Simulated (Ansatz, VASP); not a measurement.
## Cross-check of GaSb between VASP and Ansatz

One calculation is typed for both programs; each brings its own data sets. How far apart do they land? The cell is taken from a series of runs on this material, whose earlier steps may have relaxed, scaled, displaced or heated it; both programs get it as it stands.

Method: plane waves, with VASP 6.6.1 beside it; zone-centre phonons at LDA, in Ansatz 0.2.0.

### Step 1. Starting point

Symmetry: R3m, No. 160, trigonal system. The conventional cell has a = 4.106 Å, b = 4.106 Å, c = 10.698 Å, α = 90.00°, β = 90.00°, γ = 120.00°. Nearest to Ga lie 4 Sb at 2.56 to 2.61 Å. Nearest to Sb lie 4 Ga at 2.56 to 2.61 Å. Farther neighbours are not listed.

As a file:

```cif
data_structure
_symmetry_space_group_name_H-M 'P 1'
_symmetry_Int_Tables_number 1
_cell_length_a 4.2820
_cell_length_b 4.2820
_cell_length_c 4.2820
_cell_angle_alpha 57.299
_cell_angle_beta 57.299
_cell_angle_gamma 57.299
_cell_volume 52.06
loop_
_atom_site_label
_atom_site_type_symbol
_atom_site_fract_x
_atom_site_fract_y
_atom_site_fract_z
_atom_site_occupancy
Ga1 Ga 0.99677 0.99677 0.99677 1
Sb2 Sb 0.75323 0.75323 0.75323 1
```

### Step 2. Ansatz: zone-centre phonons, LDA

Ansatz runs on its PAW soft_1 files.

Second derivatives magnify differences that forces hide, and they need a tight electronic threshold.

The input, input.yaml:

```yaml
crystal:
  lattice:
    - [0.1231788185, 3.0265703096, 3.0265703096]
    - [3.0265703096, 0.1231788185, 3.0265703096]
    - [3.0265703096, 3.0265703096, 0.1231788185]
  atoms:
    - { symbol: Ga, position: [-0.003229891, -0.003229891, -0.003229891] }
    - { symbol: Sb, position: [0.753229891, 0.753229891, 0.753229891] }
kpoints:
  mp_grid: { grid: [12, 12, 12] }
hamiltonian:
  xc: lda
  pseudopotentials: { kind: paw, azcp: { folder: soft_1 }, xc_functional: pbe }
scf:
  occupations: { method: methfessel_paxton, width: 0.2 }
output:
  eigenvalues: true
phonons:
  method: dfpt
```

Launch:

```sh
$ ansatz run input.yaml --threads 4 --pin off --max-ram 10240MiB --backend cpu --events-out ev --progress --plain --runs-dir out
```

Numbers of over 12 decimals in the logs are rounded to 6 here.

The program printed:

```text
Engine: ansatz 0.2.0, x86_64-unknown-linux-gnu
Pseudopotentials: kind: paw
Pseudopotential: Ga, paw, valence charge 13, recommended cutoff 420 eV (normal), soft_1/Ga.paw.azcp
Pseudopotential: Sb, paw, valence charge 15, recommended cutoff 420 eV (normal), soft_1/Sb.paw.azcp
Functional definition: SPW92
  exchange = slater_x
  correlation = pw_c
Crystal: 2 atoms, lattice volume = 52.064 Å³
Basis set: ecut = 420 eV, 1007 PW (Γ), exchange–correlation on 60×60×60 points (8 copies of the dense FFT grid, shifted against one another)
Bands: 18, of which v1, the nominal top of the filled ones, is band 14 counted from 1 (13 counted from 0)
Symmetry: 6 space group operations
k-points: 476 of 1728 (irreducible under 2 space group operations, time reversal used)
Non-local potential: Ga, projectors of the file, l = 0: 2, l = 1: 2, l = 2: 3, l = 3: 1
Non-local potential: Sb, projectors of the file, l = 0: 2, l = 1: 2, l = 2: 2, l = 3: 1
PAW form: soft (Blöchl's): semilocal exchange-correlation on the pseudo side does not see the compensation charge
PAW frozen core: Ga, regenerated for the run's functional, and the local potential with it (the file was generated under x = pbe(κ = 0.804, μ = 0.219515), c = pbe(β = 0.066725))
PAW frozen core: Sb, regenerated for the run's functional, and the local potential with it (the file was generated under x = pbe(κ = 0.804, μ = 0.219515), c = pbe(β = 0.066725))
PAW one-centre angular grid: Ga, 590 points (default); XC on 64 Gauss nodes
PAW one-centre angular grid: Sb, 590 points (default); XC on 64 Gauss nodes
Initial density: superposition of atomic densities (chi_scale 0.1, normalization cell, long waves kept (reshape's long-wave potential 0.00 eV rms))
Initial wavefunctions: pseudopotential atomic-orbital guess
Functional: x = slater, c = lda
SCF iter   1: F=—  HF=-10043.184601 eV  |F-HF|=—  |Δ(HF+E_count)|=         —  Δρ=3.33e-2  dr2=4.94e-1  ethr=3.10e-3  ⟨swp⟩=5.6  Hψ=43745  notcnv=0
preconditioner: auto → Kerker (q_TF=auto, 2.460 Å⁻¹)  [metal: Δε(μ)=0.126 eV  Ē_g=15.221 eV  σ=0.200 eV  W_gap=0.49  n_scr=14 (ndim 8)  ℏωp=21.8 eV  f_vac=0.000  D(μ)=0.04/eV (n_scr^D=0)]
SCF iter   2: F=—  HF=-10043.115351 eV  |F-HF|=—  |Δ(HF+E_count)|=   6.92e-2  S|Δr|=    0.00e0  Δρ=2.13e-2  dr2=2.34e-1  ethr=1.76e-3  ⟨swp⟩=1.1  Hψ=12465  notcnv=0
SCF iter   3: F=—  HF=-10043.049059 eV  |F-HF|=—  |Δ(HF+E_count)|=   6.63e-2  S|Δr|=    0.00e0  Δρ=4.09e-3  dr2=1.75e-2  ethr=8.34e-4  ⟨swp⟩=2.3  Hψ=11143  notcnv=0
SCF iter   4: F=—  HF=-10043.045857 eV  |F-HF|=—  |Δ(HF+E_count)|=   3.20e-3  S|Δr|=    0.00e0  Δρ=2.12e-3  dr2=4.40e-3  ethr=6.24e-5  ⟨swp⟩=2.5  Hψ=14764  notcnv=0
SCF iter   5: F=—  HF=-10043.046591 eV  |F-HF|=—  |Δ(HF+E_count)|=   7.35e-4  S|Δr|=    0.00e0  Δρ=1.95e-3  dr2=1.38e-3  ethr=1.57e-5  ⟨swp⟩=2.0  Hψ=12854  notcnv=0
SCF iter   6: F=—  HF=-10043.045292 eV  |F-HF|=—  |Δ(HF+E_count)|=   1.30e-3  S|Δr|=    0.00e0  Δρ=3.51e-4  dr2=4.62e-5  ethr=4.93e-6  ⟨swp⟩=2.0  Hψ=12843  notcnv=0
SCF iter   7: F=—  HF=-10043.045362 eV  |F-HF|=—  |Δ(HF+E_count)|=   6.97e-5  S|Δr|=    0.00e0  Δρ=1.27e-4  dr2=6.29e-6  ethr=1.65e-7  ⟨swp⟩=2.0  Hψ=12926  notcnv=0
SCF iter   8: F=—  HF=-10043.045363 eV  |F-HF|=—  |Δ(HF+E_count)|=   1.47e-6  S|Δr|=    0.00e0  Δρ=2.29e-5  dr2=3.49e-7  ethr=2.25e-8  ⟨swp⟩=2.0  Hψ=15145  notcnv=0
SCF iter   9: F=—  HF=-10043.045363 eV  |F-HF|=—  |Δ(HF+E_count)|=   2.34e-7  S|Δr|=    0.00e0  Δρ=9.11e-6  dr2=7.17e-8  ethr=1.25e-9  ⟨swp⟩=2.0  Hψ=15242  notcnv=0
SCF iter  10: F=—  HF=-10043.045363 eV  |F-HF|=—  |Δ(HF+E_count)|=   1.07e-8  S|Δr|=    0.00e0  Δρ=2.55e-6  dr2=5.99e-9  ethr=2.56e-10  ⟨swp⟩=2.5  Hψ=11442  notcnv=0
SCF iter  11: F=—  HF=-10043.045363 eV  |F-HF|=—  |Δ(HF+E_count)|=  3.64e-11  S|Δr|=    0.00e0  Δρ=6.44e-7  dr2=3.15e-10  ethr=2.14e-11  ⟨swp⟩=2.1  Hψ=10269  notcnv=0
SCF iter  12: F=—  HF=-10043.045363 eV  |F-HF|=—  |Δ(HF+E_count)|=  1.27e-10  S|Δr|=    0.00e0  Δρ=1.87e-7  dr2=1.72e-11  ethr=1.13e-12  ⟨swp⟩=2.5  Hψ=13824  notcnv=0
SCF iter  13: F=-10043.045363 eV  HF=-10043.045363 eV  |F-HF|=0.00e0  |Δ(HF+E_count)|=  3.64e-12  S|Δr|=    0.00e0  Δρ=5.34e-8  dr2=1.70e-12  ethr=1.00e-12  ⟨swp⟩=6.0  Hψ=40093  notcnv=0
SCF 1 converged in 13 iterations: F = -10043.045363 eV  dr2 = 1.70e-12
  greatest PAW one-centre occupation: 0.996 electrons in one spin orbital (limit 2), on the Sb atom at site 1 (counted from 0), in its partial waves of l = 2
DFPT response loops at Γ: preconditioner auto → Kerker (q_TF=auto, 2.460 Å⁻¹) (partly filled bands, converged f_vac=0.052); β = 1.00, the filter's whole step (`scf.mixing.beta` (0.50) is not read by the response loops under this deck's `scf.mixing.preconditioner`; to damp them name `kerker` or `kerker_dos`, under which they read `scf.mixing.beta`, and type it under 1.00, their step now; both keys bind the ground state too); Broyden in place of MSR1
SCF converged after 13 iterations
Stability not checked: this state was not tested for a lower state beside it, because cold or Methfessel-Paxton smearing, or corrected tetrahedra, fill the levels in a way that the test cannot read (fill_not_monotonic; see scf.lower_state_search)
Free energy (F): -10043.045363 eV
Harris-Foulkes:  -10043.045363 eV  (|F-HF|=0.00e0)
Internal energy: -10043.045539 eV  (E = F + TS)
E sigma→0 (E₀):  -10043.045407 eV
Entropy (-TS):   0.000176 eV (0.088 meV/atom)
Fermi energy:    9.025962 eV
Step filling:    the computed levels leave a gap of 0.0482 eV = 0.2 smearing widths at the electron count; against every level under it full and every level over it empty, smearing changes F+E_penalty+E_count by +0.087 meV and its σ→0 estimate by +0.043 meV
--- Per-component energies (eV) ---
  E_band       = -236.976714
  E_kinetic    = 279.601026
  E_local      = -3258.547209  (includes V_loc(G=0)·N_el)
  E_nonlocal   = 303.617877
  E_hartree    = 1679.557988
  E_xc         = -162.374322
  E_vxc        = -148.723365  (∫ρ·V_xc dr)
  E_paw        = -6312.105609  (= ΣΔE_a)
  E_vpaw       = -772.040919  (= ΣTr[D̂ρ^β])
  E_aug_tail   = -0.000091  (compensation charges beyond the density's cutoff)
  E_ewald      = -2575.082491
  E_core_change = 2.287292  (= ΣΔE_core)
  E_smearing   = 0.000176  (= −TS)
  E_closure    = 0.000000  (closes the sum)
  Σ components = -10043.045363   (vs F -10043.045363, Δ=0.00e0)
--- Band table (eV; the first three rows and the last of 476) ---
  k-point 0: bands = [... 10 lower, -3.4243, 8.3395, 9.0235, 9.0235, 9.1602, 11.4171, 11.7489, 11.7489]
  k-point 1: bands = [... 10 lower, -3.3413, 7.6287, 8.3484, 8.8589, 9.7695, 11.5944, 11.9454, 12.1204]
  k-point 2: bands = [... 10 lower, -3.0963, 6.1402, 8.0013, 8.4998, 9.7944, 11.8770, 12.3383, 13.2026]
  k-point 475: bands = [... 10 lower, -1.7973, 1.7832, 7.8296, 7.8296, 9.9332, 12.8363, 12.8363, 15.4068]
--- Phonons (Γ-DFPT): 2 representative perturbations + reference, on 476 of 1728 k-points (Σ response iterations 6) ---
  k mesh reduced under 2 symmetry operations, with k and −k counted as one. Each operation leaves every solved perturbation unchanged. A smaller set is not used because it would not reduce the number of displacements times k-points to solve
  ASR residual: 1.704e-5 → 0.000e0 eV/Å²; symmetrization residual: 8.874e-6 eV/Å²
  ASR residual per site (eV/Å²): 1.66e-5 1.70e-5
  Γ frequencies (cm⁻¹): 0.00 0.00 0.00 235.37 242.03 242.03
  non-analytic LO–TO correction: not included (Born effective charges unavailable; polar crystals: no LO–TO splitting at Γ)
```

### Step 3. VASP: zone-centre phonons, LDA

The same cell, functional (in two slightly different forms), mesh and smearing now go to VASP, with its own data sets.

Lines of VASP's logs that name or quote its potential files are left out, and so is its time.

The input, INCAR:

```
SYSTEM = GaSb
PREC = Accurate
ENCUT = 500
EDIFF = 1E-08
NELM = 120
ISMEAR = 1
SIGMA = 0.2
LREAL = .FALSE.
ALGO = Normal
GGA = PW92
NBANDS = 15
LORBIT = 11
LWAVE = .FALSE.
LCHARG = .FALSE.
ISIF = 2
IBRION = 8
LASPH = .TRUE.
GGA_COMPAT = .FALSE.
KPAR = 2
```

The input, POSCAR:

```
GaSb
1.0
    0.1231788185      3.0265703096      3.0265703096
    3.0265703096      0.1231788185      3.0265703096
    3.0265703096      3.0265703096      0.1231788185
Ga Sb
1 1
Direct
    0.9967701090      0.9967701090      0.9967701090
    0.7532298910      0.7532298910      0.7532298910
```

The input, KPOINTS:

```
Automatic mesh
0
Gamma
12 12 12
0 0 0
```

The projector-augmented-wave data sets are Ga_d and Sb (LDA family, release 64).

Launch:

```sh
$ mpirun -np 2 vasp_std
```

The program printed:

```text
[banner, memory and clock lines left out]
running    2 mpi-ranks, on    1 nodes
 distrk:  each k-point on    1 cores,    2 groups
 distr:  one band on    1 cores,    1 groups

 POSCAR found type information on POSCAR GaSb
 POSCAR found :  2 types and       2 ions
|                                                                             |
|               ----> ADVICE to this user running VASP <----                  |
|                                                                             |
|     You enforced a specific xc type in the INCAR file but a different       |
|     [... a line on the potential file left out ...]
|     I HOPE YOU KNOW WHAT YOU ARE DOING!                                     |
|                                                                             |

 LDA part: xc-table for (Slater(with rela. corr.)+PW92), standard interpolation
 POSCAR, INCAR and KPOINTS ok, starting setup
 FFT: planning ... GRIDC
 FFT: planning ... GRID_SOFT
 FFT: planning ... GRID
 WAVECAR not read
 entering main loop
       N       E                     dE             d eps       ncg     rms          rms(c)
DAV:   1     0.812689704862E+02    0.81269E+02   -0.85907E+03  5774   0.149E+03
DAV:   2    -0.242638838139E+01   -0.83695E+02   -0.80727E+02  6566   0.306E+02
DAV:   3    -0.862207172650E+01   -0.61957E+01   -0.61797E+01  6832   0.682E+01
DAV:   4    -0.873319851947E+01   -0.11113E+00   -0.11111E+00  7087   0.103E+01
DAV:   5    -0.873585324877E+01   -0.26547E-02   -0.26547E-02  7268   0.138E+00    0.369E+00
DAV:   6    -0.862827125609E+01    0.10758E+00   -0.82966E-02  8327   0.471E+00    0.216E+00
DAV:   7    -0.858539135401E+01    0.42880E-01   -0.68628E-02  6601   0.207E+00    0.311E-01
DAV:   8    -0.858530953773E+01    0.81816E-04   -0.62701E-03  6967   0.932E-01    0.129E-01
DAV:   9    -0.858534980527E+01   -0.40268E-04   -0.43141E-04  6916   0.185E-01    0.394E-02
DAV:  10    -0.858534182121E+01    0.79841E-05   -0.29497E-05  7212   0.451E-02    0.114E-02
DAV:  11    -0.858534466878E+01   -0.28476E-05   -0.40814E-06  6706   0.182E-02    0.519E-03
DAV:  12    -0.858534465117E+01    0.17615E-07   -0.20204E-07  7259   0.345E-03    0.194E-03
DAV:  13    -0.858534465509E+01   -0.39204E-08   -0.28135E-08  7050   0.155E-03
   1 F= -.85853447E+01 E0= -.85854316E+01  d E =0.260814E-03
 Linear response reoptimize wavefunctions to high precision
DAV:   1    -0.858534465483E+01    0.25557E-09   -0.21798E-09  6325   0.464E-04
DAV:   2    -0.858534465484E+01   -0.81855E-11   -0.25514E-10  4291   0.128E-04
 Linear response DOF=           2
 Linear response progress:
  Degree of freedom:   1/  2
       N       E                     dE             d eps       ncg     rms          rms(c)
RMM:   1    -0.168486351138E+00   -0.16849E+00    0.11324E-01 17781   0.876E+00
RMM:   2    -0.166769599875E+00    0.17168E-02   -0.28085E-02 26999   0.140E+00    0.425E-02
RMM:   3    -0.166952915810E+00   -0.18332E-03   -0.37175E-03 27905   0.451E-01    0.293E-02
RMM:   4    -0.166942375368E+00    0.10540E-04   -0.19757E-03 30642   0.218E-01    0.150E-02
RMM:   5    -0.166948217698E+00   -0.58423E-05   -0.75611E-05 29844   0.525E-02    0.547E-03
RMM:   6    -0.166957734576E+00   -0.95169E-05   -0.82446E-06 29408   0.205E-02    0.723E-04
RMM:   7    -0.166949690759E+00    0.80438E-05   -0.71031E-06 29135   0.913E-03    0.549E-04
RMM:   8    -0.166949287966E+00    0.40279E-06   -0.27843E-07 28999   0.418E-03    0.295E-04
RMM:   9    -0.166951066762E+00   -0.17788E-05   -0.32283E-07 29283   0.193E-03    0.468E-05
RMM:  10    -0.166951538658E+00   -0.47190E-06    0.16979E-07 29832   0.928E-04    0.348E-05
RMM:  11    -0.166951732330E+00   -0.19367E-06   -0.40514E-08 29902   0.440E-04    0.530E-06
RMM:  12    -0.166951671994E+00    0.60336E-07    0.19142E-08 28643   0.220E-04    0.102E-05
RMM:  13    -0.166951753675E+00   -0.81681E-07    0.38526E-08 30197   0.113E-04    0.105E-06
RMM:  14    -0.166951743870E+00    0.98052E-08   -0.69443E-09 29011   0.590E-05    0.294E-06
 first order change of Fermi-energy  -0.43235E+00
 force on displaced ion       1 direction 1 :  -9.523   0.170   0.170
 Linear response progress:
  Degree of freedom:   2/  2
       N       E                     dE             d eps       ncg     rms          rms(c)
RMM:   1    -0.295912788178E-01   -0.29591E-01   -0.45212E-03 28490   0.151E+00
RMM:   2    -0.264773899683E-01    0.31139E-02   -0.41386E-03 26163   0.439E-01    0.717E-02
RMM:   3    -0.264283412129E-01    0.49049E-04   -0.24227E-04 28824   0.118E-01    0.376E-02
RMM:   4    -0.264634366092E-01   -0.35095E-04   -0.38828E-05 29134   0.493E-02    0.507E-03
RMM:   5    -0.264717196437E-01   -0.82830E-05   -0.56222E-06 30034   0.173E-02    0.308E-03
RMM:   6    -0.264649414044E-01    0.67782E-05   -0.13955E-06 29320   0.587E-03    0.132E-03
RMM:   7    -0.264627608495E-01    0.21806E-05   -0.83600E-08 28335   0.193E-03    0.302E-04
RMM:   8    -0.264623691435E-01    0.39171E-06   -0.55654E-08 30334   0.747E-04    0.112E-04
RMM:   9    -0.264622947373E-01    0.74406E-07   -0.35434E-09 30177   0.253E-04    0.258E-05
RMM:  10    -0.264623027649E-01   -0.80276E-08   -0.58509E-09 28278   0.904E-05    0.867E-06
 first order change of Fermi-energy   0.43268E+00
 force on displaced ion       2 direction 1 :  -9.534   0.166   0.166
 Linear response finished
```

(Part 1 of 2 ends here.)

[Lines on the potential files, build, host, timing and source positions are cut from VASP's logs without a mark.]

[Logs are printed without paths, hosts, clocks, repeated set-up lines and the standing remarks that a program may print on its own settings, such as how far it seeks lower states.]

[Hosts, paths, dates, database ids (printed as entryN), source tags and the programs' standing remarks are cut or masked in the printed files.]
